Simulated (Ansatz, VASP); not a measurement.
# AlNi (NiAl(110)) in two plane-wave programs

Wanted: the spread between two codes on one cell, functional and k mesh. The cell is taken from a series of runs on this material, whose earlier steps may have relaxed, scaled, displaced or heated it; both programs get it as it stands.

Method: plane waves, with VASP 6.6.1 beside it; single point at PBEsol, single point at RPBE and single point at PBE, in Ansatz 0.2.0.

### Step 1. Starting point

The cell holds 14 atoms: 7 Ni and 7 Al. Cell: a = 2.881 Å, b = 4.074 Å, c = 28.223 Å, α = 90.0°, β = 90.0°, γ = 90.0°. Vacuum lies along c.

Structure file:

```xyz
14
Lattice="2.8810 0.0000 0.0000 0.0000 4.0743 0.0000 0.0000 0.0000 28.2230" Properties=species:S:1:pos:R:3
Ni    0.0000    2.0372    8.0535
Ni    0.0000    0.0000   10.0320
Ni    0.0000    2.0372   12.0463
Ni    0.0000    0.0000   14.1115
Ni    0.0000    2.0372   16.1767
Ni    0.0000    0.0000   18.1911
Ni    0.0000    2.0372   20.1695
Al    1.4405    0.0000    7.8729
Al    1.4405    2.0372    9.9969
Al    1.4405    0.0000   12.0647
Al    1.4405    2.0372   14.1115
Al    1.4405    0.0000   16.1584
Al    1.4405    2.0372   18.2261
Al    1.4405    0.0000   20.3501
```

### Step 2. VASP: single point, PBEsol

A single point gives forces, pressure and levels at one fixed geometry, so differences don't come from the geometry; what else differs is listed under the comparison.

Lines of VASP's logs that name or quote its potential files are left out, and so is its time.

INCAR

```
SYSTEM = AlNi
PREC = Accurate
ENCUT = 520
EDIFF = 1E-06
NELM = 120
ISMEAR = -1
SIGMA = 0.1
LREAL = .FALSE.
ALGO = Normal
GGA = PS
NBANDS = 59
LASPH = .TRUE.
LORBIT = 11
LWAVE = .FALSE.
LCHARG = .FALSE.
ISIF = 2
LDIPOL = .TRUE.
IDIPOL = 3
DIPOL = 0.5 0.5 0.5
LVHAR = .TRUE.
GGA_COMPAT = .FALSE.
NELMDL = -8
KPAR = 4
```

POSCAR

```
AlNi
1.0
    2.8810000000      0.0000000000      0.0000000000
    0.0000000000      4.0743492732      0.0000000000
    0.0000000000      0.0000000000     28.2230478196
Ni Al
7 7
Direct
    0.0000000000      0.5000000000      0.2853532335
    0.0000000000      0.0000000000      0.3554533364
    0.0000000000      0.5000000000      0.4268263066
    0.0000000000      0.0000000000      0.4999999986
    0.0000000000      0.5000000000      0.5731736906
    0.0000000000      0.0000000000      0.6445466608
    0.0000000000      0.5000000000      0.7146467637
    0.5000000000      0.0000000000      0.2789528616
    0.5000000000      0.5000000000      0.3542114234
    0.5000000000      0.0000000000      0.4274758012
    0.5000000000      0.5000000000      0.4999999986
    0.5000000000      0.0000000000      0.5725241960
    0.5000000000      0.5000000000      0.6457885738
    0.5000000000      0.0000000000      0.7210471356
```

KPOINTS

```
Automatic mesh
0
Gamma
12 10 1
0 0 0
```

The projector-augmented-wave data sets are Ni and Al (PBE family, release 64).

Run with:

```
> mpirun -np 4 vasp_std
```

Numbers of over 12 decimals in the logs are rounded to 6 here.

The log of the run:

```text
[banner, memory and clock lines left out]
running    4 mpi-ranks, on    1 nodes
 distrk:  each k-point on    1 cores,    4 groups
 distr:  one band on    1 cores,    1 groups

 POSCAR found type information on POSCAR NiAl
 POSCAR found :  2 types and      14 ions
|                                                                             |
|               ----> ADVICE to this user running VASP <----                  |
|                                                                             |
|     You enforced a specific xc type in the INCAR file but a different       |
|     [... a line on the potential file left out ...]
|     I HOPE YOU KNOW WHAT YOU ARE DOING!                                     |
|                                                                             |

 LDA part: xc-table for (Slater+PW92), standard interpolation
 POSCAR, INCAR and KPOINTS ok, starting setup
 FFT: planning ... GRIDC
 FFT: planning ... GRID_SOFT
 FFT: planning ... GRID
 WAVECAR not read
 entering main loop
       N       E                     dE             d eps       ncg     rms          rms(c)
DAV:   1     0.630374567392E+03    0.63037E+03   -0.37406E+04  4956   0.150E+03
DAV:   2    -0.321616398308E+02   -0.66254E+03   -0.63743E+03  5073   0.351E+02
DAV:   3    -0.881656287285E+02   -0.56004E+02   -0.53910E+02  5489   0.140E+02
DAV:   4    -0.899495161297E+02   -0.17839E+01   -0.17610E+01  5968   0.238E+01
DAV:   5    -0.900236293373E+02   -0.74113E-01   -0.74019E-01  6917   0.395E+00
DAV:   6    -0.900260578985E+02   -0.24286E-02   -0.24281E-02  6986   0.694E-01
DAV:   7    -0.900261726291E+02   -0.11473E-03   -0.11473E-03  7469   0.119E-01
DAV:   8    -0.900261756508E+02   -0.30217E-05   -0.30221E-05  6341   0.178E-02    0.327E+01
DAV:   9    -0.104935088127E+03   -0.14909E+02   -0.29182E+02  6156   0.179E+02    0.490E+01
DAV:  10    -0.804045672988E+02    0.24531E+02   -0.72050E+01  6228   0.101E+02    0.124E+01
DAV:  11    -0.791136296890E+02    0.12909E+01   -0.22861E+01  6683   0.489E+01    0.951E+00
DAV:  12    -0.792654583655E+02   -0.15183E+00   -0.13510E+01  6439   0.436E+01    0.902E+00
DAV:  13    -0.789499298670E+02    0.31553E+00   -0.57022E+00  6240   0.311E+01    0.730E+00
DAV:  14    -0.785209770079E+02    0.42895E+00   -0.17893E+00  7219   0.240E+01    0.230E+00
[...]
DAV:  25    -0.784719984514E+02   -0.13216E-03   -0.19391E-05  5377   0.389E-02    0.120E-02
DAV:  26    -0.784720290263E+02   -0.30575E-04   -0.16956E-05  5288   0.262E-02    0.898E-03
DAV:  27    -0.784720663629E+02   -0.37337E-04   -0.22746E-06  3843   0.114E-02    0.740E-03
DAV:  28    -0.784721329439E+02   -0.66581E-04   -0.26528E-06  3784   0.115E-02    0.489E-03
DAV:  29    -0.784721618955E+02   -0.28952E-04   -0.13699E-06  3656   0.713E-03    0.381E-03
DAV:  30    -0.784721843423E+02   -0.22447E-04   -0.20497E-06  3703   0.604E-03    0.758E-04
DAV:  31    -0.784721890292E+02   -0.46870E-05   -0.36502E-07  3491   0.309E-03    0.507E-04
DAV:  32    -0.784721895568E+02   -0.52759E-06   -0.55715E-08  3128   0.162E-03
   1 F= -.78472190E+02 E0= -.78361801E+02  d E =-.220778E+00
```

Parts of OUTCAR (step 2):

```text
ion  position               nearest neighbor table
   1  0.000  0.500  0.285-   9 2.42   9 2.42   8 2.50   8 2.50   8 2.50   8 2.50   2 2.84   2 2.84

  LATTYP: Found a simple orthorhombic cell.
 ALAT       =     2.8810000000
 B/A-ratio  =     1.4142135624
 C/A-ratio  =     9.7962678999

 Subroutine GETGRP returns: Found  8 space group operations
 (whereof  8 operations were pure point group operations)

The static configuration has the point symmetry D_2h.

 Found     42 irreducible k-points:

   k-points           NKPTS =     42   k-points in BZ     NKDIM =     42   number of bands    NBANDS=     59

   dimension x,y,z NGX =    24 NGY =   30 NGZ =  210
   dimension x,y,z NGXF=    48 NGYF=   60 NGZF=  420

   ENCUT  =  520.0 eV  38.22 Ry    6.18 a.u.   5.36  7.58 52.48*2*pi/ulx,y,z

   NELECT =      91.0000    total number of electrons

 k-points in reciprocal lattice and weights: Automatic mesh
   0.00000000  0.00000000  0.00000000       0.008
   0.08333333  0.00000000  0.00000000       0.017
   0.16666667  0.00000000  0.00000000       0.017
   0.25000000  0.00000000  0.00000000       0.017
   0.33333333  0.00000000  0.00000000       0.017
   0.41666667  0.00000000  0.00000000       0.017
   0.50000000  0.00000000  0.00000000       0.008
   0.00000000  0.10000000  0.00000000       0.017
   0.08333333  0.10000000  0.00000000       0.033
[...]
0.41666667  0.50000000  0.00000000       0.017
   0.50000000  0.50000000  0.00000000       0.008

 dipolmoment           0.000000      0.000000      0.000002 electrons x Angstroem

 average (electrostatic) potential at core
       1 -88.2595       2 -88.5278       3 -88.5910       4 -88.5759       5 -88.5910
       6 -88.5278       7 -88.2595       8 -77.1631       9 -76.9556      10 -77.0743
      11 -77.1089      12 -77.0743      13 -76.9556      14 -77.1631

 E-fermi :   2.6454

 k-point     1 :       0.0000    0.0000    0.0000
  band No.  band energies     occupation
    ...
     41       1.3931      1.99999
     42       1.3964      1.99999
     43       1.4110      1.99999
     44       1.4569      1.99999
     45       2.0216      1.99610
     46       2.7684      0.45226
     47       3.7109      0.00005
     48       4.4708      0.00000
     49       4.8422      0.00000
     50       4.8551      0.00000
    ...

 k-point     2 :       0.0833    0.0000    0.0000
  band No.  band energies     occupation
    ...
     41       1.4541      1.99999
     42       1.4766      1.99998
     43       1.4920      1.99998
     44       1.6139      1.99993
     45       2.1794      1.98124
     46       2.9434      0.09662
     47       3.8794      0.00001
     48       4.5075      0.00000
     49       4.8972      0.00000
     50       4.9990      0.00000
    ...

 k-point     3 :       0.1667    0.0000    0.0000
  band No.  band energies     occupation
    ...
     41       1.5609      1.99996
     42       1.7207      1.99981
     43       1.9068      1.99876
     44       2.0097      1.99654
     45       2.6380      1.03686
     46       3.4200      0.00086
     47       4.3441      0.00000
     48       4.6150      0.00000
     49       5.0102      0.00000
     50       5.2427      0.00000
    ...

  Total       -8.8973455     -8.0572636     -4.6353349      0.0000000      0.0000000      0.0000000
  in kB      -43.0294319    -38.9666194    -22.4174534      0.0000000      0.0000000      0.0000000
  external PRESSURE =     -34.8045016 kB  Pullay stress =       0.0000000 kB

  energy-cutoff  :      520.00
  volume of cell :      331.29
      direct lattice vectors                 reciprocal lattice vectors
     2.881000000  0.000000000  0.000000000     0.347101701  0.000000000  0.000000000
     0.000000000  4.074349273  0.000000000     0.000000000  0.245437966  0.000000000
     0.000000000  0.000000000 28.223047820     0.000000000  0.000000000  0.035432034

 POSITION                                       TOTAL-FORCE (eV/Angst)
 -----------------------------------------------------------------------------------
      0.00000      2.03717      8.05354        -0.000000      0.000000      0.211300
      0.00000      0.00000     10.03198        -0.000000     -0.000000      0.005145
      0.00000      2.03717     12.04634        -0.000000      0.000000     -0.002756
      0.00000      0.00000     14.11152        -0.000000     -0.000000      0.000000
      0.00000      2.03717     16.17671        -0.000000     -0.000000      0.002756
      0.00000      0.00000     18.19107         0.000000     -0.000000     -0.005145
      0.00000      2.03717     20.16951        -0.000000     -0.000000     -0.211300
      1.44050      0.00000      7.87290        -0.000000     -0.000000      0.169696
      1.44050      2.03717      9.99693        -0.000000     -0.000000     -0.008123
      1.44050      0.00000     12.06467        -0.000000     -0.000000     -0.002833
      1.44050      2.03717     14.11152        -0.000000     -0.000000      0.000000
      1.44050      0.00000     16.15838        -0.000000     -0.000000      0.002833
      1.44050      2.03717     18.22612        -0.000000     -0.000000      0.008123
      1.44050      0.00000     20.35015        -0.000000     -0.000000     -0.169696
 -----------------------------------------------------------------------------------
    total drift:                               -0.000000      0.000000      0.000181

  FREE ENERGIE OF THE ION-ELECTRON SYSTEM (eV)
  ---------------------------------------------------
  free  energy   TOTEN  =       -78.4721895568 eV

  energy  without entropy=      -78.2514117894  energy(sigma->0) =      -78.36180067

 vacuum level on the upper side and lower side of the slab         7.472         7.472

 total charge
# of ion       s       p       d       tot
------------------------------------------
    1        0.470   0.430   8.431   9.332
    2        0.477   0.499   8.460   9.436
    3        0.477   0.511   8.472   9.460
    4        0.479   0.513   8.476   9.469
    5        0.477   0.511   8.472   9.460
    6        0.477   0.499   8.460   9.436
    7        0.470   0.430   8.431   9.332
    8        0.413   0.351   0.000   0.764
    9        0.389   0.411   0.000   0.801
   10        0.384   0.410   0.000   0.794
   11        0.381   0.408   0.000   0.789
   12        0.384   0.410   0.000   0.794
   13        0.389   0.411   0.000   0.801
   14        0.413   0.351   0.000   0.764
--------------------------------------------------
tot          6.080   6.147  59.204  71.431

[... 3 further parts left out ...]
```

This run has no spin polarisation, so a moment on Ni, if there is one, isn't seen. Its electron count is odd, so without a moment it is a metal by construction.

### Step 3. Ansatz: single point, PBEsol

Ansatz runs on its default PAW (the set named soft_2) files.

The same cell, functional, mesh and smearing now go to Ansatz, which takes its cutoff from its data sets.

input.yaml

```yaml
crystal:
  lattice:
    - [2.881, 0.0, 0.0]
    - [0.0, 4.0743492732, 0.0]
    - [0.0, 0.0, 28.2230478196]
  atoms:
    - { symbol: Ni, position: [0.0, 0.5, 0.2853532335] }
    - { symbol: Al, position: [0.5, 0.0, 0.2789528618] }
    - { symbol: Ni, position: [0.0, 0.0, 0.3554533369] }
    - { symbol: Al, position: [0.5, 0.5, 0.3542114236] }
    - { symbol: Ni, position: [0.0, 0.5, 0.4268263068] }
    - { symbol: Al, position: [0.5, 0.0, 0.4274758018] }
    - { symbol: Ni, position: [0.0, 0.0, 0.5] }
    - { symbol: Al, position: [0.5, 0.5, 0.4999999991] }
    - { symbol: Ni, position: [0.0, 0.5, 0.5731736908] }
    - { symbol: Al, position: [0.5, 0.0, 0.5725241965] }
    - { symbol: Ni, position: [0.0, 0.0, 0.6445466612] }
    - { symbol: Al, position: [0.5, 0.5, 0.6457885741] }
    - { symbol: Al, position: [0.5, 0.0, 0.7210471359] }
    - { symbol: Ni, position: [0.0, 0.5, 0.7146467637] }
hamiltonian:
  xc: pbesol
kpoints:
  mp_grid: { grid: [12, 10, 1] }
scf:
  occupations: { method: fermi_dirac, width: 0.1 }
  convergence: { dr2_threshold: 1.0e-09 }
efield:
  axis: 3
  dipole_correction: true
output:
  write_potential: true
  write_density: true
  volumetric_format: npy
```

Run with:

```
> ansatz run input.yaml --threads 2 --pin off --max-ram 4096MiB --backend cpu --events-out ev --progress --plain --runs-dir out
```

The log of the run:

```text
Engine: ansatz 0.2.0, x86_64-unknown-linux-gnu
Pseudopotentials: kind: paw
Pseudopotential: Ni, paw, valence charge 18, recommended cutoff 420 eV (normal), Ni.paw.azcp
Pseudopotential: Al, paw, valence charge 3, recommended cutoff 420 eV (normal), Al.paw.azcp
Functional definition: PBEsol
  exchange = pbesol_x
  correlation = pbesol_c
Crystal: 14 atoms, lattice volume = 331.288 Å³
Basis set: ecut = 420 eV, 6503 PW (Γ)
Bands: 89, of which v1, the nominal top of the filled ones, is band 74 counted from 1 (73 counted from 0)
Symmetry: 4 space group operations
k-points: 42 of 120
Non-local potential: Ni, projectors of the file, l = 0: 3, l = 1: 2, l = 2: 3, l = 3: 1
Non-local potential: Al, projectors of the file, l = 0: 2, l = 1: 2, l = 2: 1
PAW form: soft (Blöchl's): semilocal exchange-correlation on the pseudo side does not see the compensation charge
PAW frozen core: Ni, regenerated for the run's functional, and the local potential with it (the file was generated under x = pbe(κ = 0.804, μ = 0.219515), c = pbe(β = 0.066725))
PAW frozen core: Al, regenerated for the run's functional, and the local potential with it (the file was generated under x = pbe(κ = 0.804, μ = 0.219515), c = pbe(β = 0.066725))
PAW one-centre angular grid: Ni, 590 points (default); XC on 64 Gauss nodes
PAW one-centre angular grid: Al, 110 points (default); XC on 64 Gauss nodes
Initial density: superposition of atomic densities (neutral atoms: chi_scale 0, normalization atom), corrected by the library's trained network
Initial wavefunctions: pseudopotential atomic-orbital guess
Functional: x = pbesol(κ = 0.804, μ = 0.123457), c = pbesol(β = 0.046)
SCF iter   1: F=—  HF=-44313.453533 eV  |F-HF|=—  |Δ(HF+E_count)|=         —  Δρ=1.42e-2  dr2=5.32e-1  ethr=1.77e-3  p=0.000 e·Å  D=6.46e-10 V/Å  ΔV_dip=-0.00 eV  dr2_dipole=2.83e-7  V_vac-E_F(+/−)=4.70/4.71 eV  ⟨swp⟩=9.4  Hψ=17979  notcnv=0  defer=57
efield: sawtooth ramp at fractional position 0.9500 (placed from the atoms, in the widest stretch of the axis that holds none; the zero of the levels goes with the place), width 0.1000; the density the first Hamiltonian is built on has a dipole p = 0.000 e·Å; the dipole correction subtracts the counter field D = 6.46e-10 V/Å, which shifts the + side's vacuum level by -0.00 eV against the − side's; the planar-averaged density in the ramp window peaks in size at 9.4e-5 e/Å³
preconditioner: auto → LDOS  [metal: Δε(μ)=0.023 eV  Ē_g=6.137 eV  σ=0.100 eV  W_gap=0.06  n_scr=72 (ndim 8)  ℏωp=19.5 eV  f_vac=0.439  D(μ)=6.97/eV (n_scr^D=38)  β→1.0]
SCF iter   2: F=—  HF=-44313.575797 eV  |F-HF|=—  |Δ(HF+E_count)|=   1.22e-1  Δρ=2.49e-2  dr2=1.22e0  ethr=3.62e-4  p=0.000 e·Å  D=1.03e-6 V/Å  ΔV_dip=-0.00 eV  dr2_dipole=1.22e-7  V_vac-E_F(+/−)=4.87/4.87 eV  ⟨swp⟩=3.7  Hψ=8435  notcnv=0  defer=138  recentre
SCF iter   3: F=—  HF=-44313.412002 eV  |F-HF|=—  |Δ(HF+E_count)|=   1.64e-1  Δρ=3.66e-3  dr2=3.21e-2  ethr=3.62e-4  p=0.000 e·Å  D=1.71e-6 V/Å  ΔV_dip=-0.00 eV  dr2_dipole=8.77e-8  V_vac-E_F(+/−)=4.79/4.79 eV  ⟨swp⟩=2.2  Hψ=5936  notcnv=0  defer=138
SCF iter   4: F=—  HF=-44313.408492 eV  |F-HF|=—  |Δ(HF+E_count)|=   3.51e-3  Δρ=4.26e-4  dr2=5.84e-4  ethr=2.18e-5  p=-0.000 e·Å  D=-7.60e-7 V/Å  ΔV_dip=0.00 eV  dr2_dipole=5.34e-9  V_vac-E_F(+/−)=4.81/4.81 eV  ⟨swp⟩=2.0  Hψ=6336  notcnv=0  defer=136
SCF iter   5: F=—  HF=-44313.408693 eV  |F-HF|=—  |Δ(HF+E_count)|=   2.01e-4  Δρ=3.35e-4  dr2=2.06e-4  ethr=3.98e-7  p=-0.000 e·Å  D=-3.00e-7 V/Å  ΔV_dip=0.00 eV  dr2_dipole=5.54e-11  V_vac-E_F(+/−)=4.82/4.82 eV  ⟨swp⟩=2.9  Hψ=7504  notcnv=0  defer=136
SCF iter   6: F=—  HF=-44313.408703 eV  |F-HF|=—  |Δ(HF+E_count)|=   9.53e-6  Δρ=6.00e-5  dr2=7.78e-6  ethr=1.40e-7  p=-0.000 e·Å  D=-2.26e-7 V/Å  ΔV_dip=0.00 eV  dr2_dipole=6.60e-11  V_vac-E_F(+/−)=4.83/4.83 eV  ⟨swp⟩=2.0  Hψ=5036  notcnv=0  defer=136
SCF iter   7: F=—  HF=-44313.408838 eV  |F-HF|=—  |Δ(HF+E_count)|=   1.35e-4  Δρ=5.10e-5  dr2=5.12e-6  ethr=5.29e-9  p=-0.000 e·Å  D=-9.62e-8 V/Å  ΔV_dip=0.00 eV  dr2_dipole=9.70e-12  V_vac-E_F(+/−)=4.83/4.83 eV  ⟨swp⟩=2.4  Hψ=7309  notcnv=0  defer=136
SCF iter   8: F=—  HF=-44313.408837 eV  |F-HF|=—  |Δ(HF+E_count)|=   5.89e-7  Δρ=1.61e-5  dr2=4.77e-7  ethr=3.48e-9  p=-0.000 e·Å  D=-2.66e-8 V/Å  ΔV_dip=0.00 eV  dr2_dipole=9.86e-14  V_vac-E_F(+/−)=4.83/4.83 eV  ⟨swp⟩=2.1  Hψ=4895  notcnv=0  defer=136
SCF iter   9: F=—  HF=-44313.408837 eV  |F-HF|=—  |Δ(HF+E_count)|=   9.67e-8  Δρ=6.85e-6  dr2=1.33e-7  ethr=3.24e-10  p=-0.000 e·Å  D=-8.99e-9 V/Å  ΔV_dip=0.00 eV  dr2_dipole=1.04e-12  V_vac-E_F(+/−)=4.83/4.83 eV  ⟨swp⟩=3.3  Hψ=8187  notcnv=0  defer=136
SCF iter  10: F=—  HF=-44313.408837 eV  |F-HF|=—  |Δ(HF+E_count)|=   9.85e-8  Δρ=1.95e-6  dr2=1.41e-8  ethr=9.08e-11  p=-0.000 e·Å  D=-8.46e-9 V/Å  ΔV_dip=0.00 eV  dr2_dipole=1.25e-13  V_vac-E_F(+/−)=4.83/4.83 eV  ⟨swp⟩=1.6  Hψ=4126  notcnv=0  defer=136
SCF iter  11: F=—  HF=-44313.408837 eV  |F-HF|=—  |Δ(HF+E_count)|=   1.13e-8  Δρ=1.39e-6  dr2=3.93e-9  ethr=9.62e-12  p=-0.000 e·Å  D=-1.23e-9 V/Å  ΔV_dip=0.00 eV  dr2_dipole=3.93e-17  V_vac-E_F(+/−)=4.83/4.83 eV  ⟨swp⟩=2.1  Hψ=5599  notcnv=0  defer=136
SCF iter  12: F=-44313.408837 eV  HF=-44313.408837 eV  |F-HF|=5.97e-10  |Δ(HF+E_count)|=  6.84e-10  Δρ=5.35e-7  dr2=5.29e-10  ethr=1.00e-12  p=-0.000 e·Å  D=-3.40e-9 V/Å  ΔV_dip=0.00 eV  dr2_dipole=1.01e-14  V_vac-E_F(+/−)=4.83/4.83 eV  ⟨swp⟩=15.6  Hψ=15871  notcnv=0
SCF 1 converged in 12 iterations: F = -44313.408837 eV  dr2 = 5.29e-10
  greatest PAW one-centre occupation: 1.001 electrons in one spin orbital (limit 2), on the Ni atom at site 0 (counted from 0), in its partial waves of l = 1
WARN: The output density's exchange-correlation potential varies sharply where the density is thin. Do not read a vacuum level from v_tot or v_xc, or from such a field of the output density. On a cell that repeats whose density bears no net charge and no dipole along the vacuum's axis use v_es (v_loc + v_h of the components); under efield.dipole_correction with no amplitude use v_es + v_field, which holds any externa [...]
SCF converged after 12 iterations
Free energy (F): -44313.408837 eV
Harris-Foulkes:  -44313.408837 eV  (|F-HF|=5.97e-10)
Internal energy: -44313.186683 eV  (E = F + TS)
E sigma→0 (E₀):  -44313.297760 eV
Entropy (-TS):   -0.222154 eV (-15.868 meV/atom)
Fermi energy:    4.640915 eV
Dipole field:    D = -0.000000 V/Å  (p = -0.000000 e·Å, saw-weighted, corrected)
Work function:   Φ+ = 4.8301 eV   Φ− = 4.8301 eV
Levels:          The Fermi level and band energies are counted from a zero that moves with the ramp; work functions are not
--- Per-component energies (eV) ---
  E_band       = -3692.089001
  E_kinetic    = 2167.881314
  E_local      = -226174.902250  (includes V_loc(G=0)·N_el)
  E_nonlocal   = 4543.803987
  E_hartree    = 110240.185510
  E_xc         = -871.795124
  E_vxc        = -975.431053  (∫ρ·V_xc dr)
  E_paw        = -14371.180639  (= ΣΔE_a)
  E_vpaw       = -3733.821762  (= ΣTr[D̂ρ^β])
  E_aug_tail   = 0.003118  (compensation charges beyond the density's cutoff)
  E_efield     = 0.000000  (sawtooth field / dipole correction)
  E_vefield    = 0.000000  (∫n·V_field dr)
  E_ewald      = 80151.302406
  E_core_change = 1.514995  (= ΣΔE_core)
  E_smearing   = -0.222154  (= −TS)
  E_closure    = 0.000000  (closes the sum)
  Σ components = -44313.408837   (vs F -44313.408837, Δ=0.00e0)
--- Band table (eV; the first three rows and the last of 42) ---
  k-point 0: bands = [... 70 lower, 3.4110, 3.4541, 4.0199, 4.7611, 5.6993, 6.4483, 6.8268, 6.8407, ... 11 higher]
  k-point 1: bands = [... 70 lower, 3.5085, 3.5234, 3.9428, 4.4636, 5.1637, 6.0654, 6.8631, 7.2591, ... 11 higher]
  k-point 2: bands = [... 70 lower, 3.6383, 3.6481, 4.0618, 4.1699, 4.5439, 5.1519, 6.2094, 7.3264, ... 11 higher]
  k-point 41: bands = [... 70 lower, 3.6965, 3.7781, 3.8595, 4.0273, 4.1016, 4.1605, 4.1809, 6.2288, ... 11 higher]
```

The column dr2 measures how far the density is from self-consistency, as an energy; F and HF (Harris–Foulkes) agree once it is small.

[end of part 1 of 2]

[Lines on the potential files, build, host, timing and source positions are cut from VASP's logs without a mark.]

[Logs are printed without paths, hosts, clocks, repeated set-up lines and the standing remarks that a program may print on its own settings, such as how far it seeks lower states.]

[Hosts, paths, dates, database ids (printed as entryN), source tags and the programs' standing remarks are cut or masked in the printed files.]
